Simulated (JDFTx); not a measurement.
**InAs: equation of state with PBEsol**

The system is InAs.

```
In As
1.0
     0.00000    3.01800    3.01800
     3.01800    0.00000    3.01800
     3.01800    3.01800    0.00000
In As
1 1
Direct
  0.00000 0.00000 0.00000
  0.75000 0.75000 0.75000
```

* Program: JDFTx 1.7.0 (patched build)
* Task: equation of state
* Functional: PBEsol
* Potentials or basis: PseudoDojo-SR-PBEsol-0.4.1-standard with smoothed tails
* Cutoff: 1143 eV
* Density cutoff: 9143 eV
* k mesh: 8 × 8 × 8
* Occupations: fermi-dirac, width 0.05 eV
* Spin: no spin polarisation
* Local potential set to -Z/r beyond: 6 bohr
* Bands: 21
* Density cutoff over wavefunction cutoff: 8
* Max SCF steps: 100
* SCF threshold on the energy: 1e-09 Ha
* Solver of the electrons: scf

```yaml
Equilibrium_volume: 28.25 Å³/atom
Bulk_modulus: 56 GPa
Pressure_derivative_of_the_bulk_modulus: 4.6
```

Energy against volume, from the lowest point:
```csv
volume (Å³/atom),energy (meV/atom)
25.840,42.02
26.389,23.96
26.939,11.29
27.489,3.47
28.039,0.00
28.588,0.42
29.138,4.31
```

Zero-point motion and thermal expansion aren't in these numbers.
